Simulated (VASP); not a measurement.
Write the native input for VASP 6.6.1 that does the following.

```
Task                               : band structure
Functional                         : HSEsol
Potentials or basis                : VASP PAW PBE potentials, release 64 (Os)
Cutoff                             : 520 eV
k mesh                             : 6 × 6 × 3
Occupations                        : fermi-dirac, width 0.05 eV
Spin                               : no spin polarisation
Grid for exact exchange (PRECFOCK) : Fast
Further INCAR settings             : ALGO = Normal; EDIFF = 1e-06; NBANDS = 15
```

The system is Os.

```
Os
1.0
     2.73410    0.00000    0.00000
    -1.36705    2.36780    0.00000
     0.00000    0.00000    4.31970
Os
2
Direct
  0.66667 0.33333 0.75000
  0.33333 0.66667 0.25000
```

The input as run:

POSCAR

```
Os
1.0
    2.7341000000      0.0000000000      0.0000000000
   -1.3670500000      2.3678000565      0.0000000000
    0.0000000000      0.0000000000      4.3197000000
Os
2
Direct
    0.6666666667      0.3333333333      0.7500000000
    0.3333333333      0.6666666667      0.2500000000
```

INCAR.step1

```
SYSTEM = Os
PREC = Accurate ; ENCUT = 520
EDIFF = 1E-5 ; ISMEAR = -1
SIGMA = 0.05 ; LREAL = .FALSE.
LASPH = .TRUE. ; NELM = 60
ALGO = Normal ; ISIF = 2
LWAVE = .TRUE. ; LCHARG = .FALSE.
LMAXMIX = 4 ; NBANDS = 15
GGA = PE
```

INCAR.step2

```
SYSTEM = Os
PREC = Accurate ; ENCUT = 520
EDIFF = 1E-6 ; ISMEAR = -1
SIGMA = 0.05 ; LREAL = .FALSE.
LASPH = .TRUE. ; NELM = 60
ALGO = Normal ; ISIF = 2
LWAVE = .FALSE. ; LCHARG = .FALSE.
LMAXMIX = 4 ; GGA = PS
LHFCALC = .TRUE. ; HFSCREEN = 0.2
PRECFOCK = Fast ; NBANDS = 15
ISTART = 1
```

KPOINTS

```
Automatic mesh
0
G
  6 6 3
  0 0 0
```

KPOINTS_OPT

```
path GMKGALHA,LM,KH
10
line-mode
reciprocal
 0.0000000000  0.0000000000  0.0000000000  G
 0.5000000000  0.0000000000  0.0000000000  M

 0.5000000000  0.0000000000  0.0000000000  M
 0.3333333333  0.3333333333  0.0000000000  K

 0.3333333333  0.3333333333  0.0000000000  K
 0.0000000000  0.0000000000  0.0000000000  G

 0.0000000000  0.0000000000  0.0000000000  G
 0.0000000000  0.0000000000  0.5000000000  A

 0.0000000000  0.0000000000  0.5000000000  A
 0.5000000000  0.0000000000  0.5000000000  L

 0.5000000000  0.0000000000  0.5000000000  L
 0.3333333333  0.3333333333  0.5000000000  H

 0.3333333333  0.3333333333  0.5000000000  H
 0.0000000000  0.0000000000  0.5000000000  A

 0.5000000000  0.0000000000  0.5000000000  L
 0.5000000000  0.0000000000  0.0000000000  M

 0.3333333333  0.3333333333  0.0000000000  K
 0.3333333333  0.3333333333  0.5000000000  H
```

Potentials or basis: VASP PAW PBE potentials, release 64 (Os).

Launch:

```console
$ cat potpaw_PBE.64/Os/POTCAR > POTCAR
$ cp INCAR.step1 INCAR
$ mpirun -np 1 vasp_std > vasp.out
$ cp INCAR.step2 INCAR
$ mpirun -np 1 vasp_std > vasp.out
```

Results of the run:

| Property | Result |
| --- | --- |
| Pressure | -10.1 GPa |
| Band gap along the path | none (metal or under the smearing width) |

Caveat: the k mesh is coarse (spacing up to 0.48 Å⁻¹), so the values aren't converged, least of all with exact exchange; the PAW data sets were made with another functional, which shifts forces and pressure a little; spin-orbit coupling is left out, which moves the levels of the heavy elements.

Wall time 17 min on 1 thread of Intel(R) Xeon(R) 6975P-C (Granite Rapids), with other jobs on the host, peak memory 0.26 GiB.
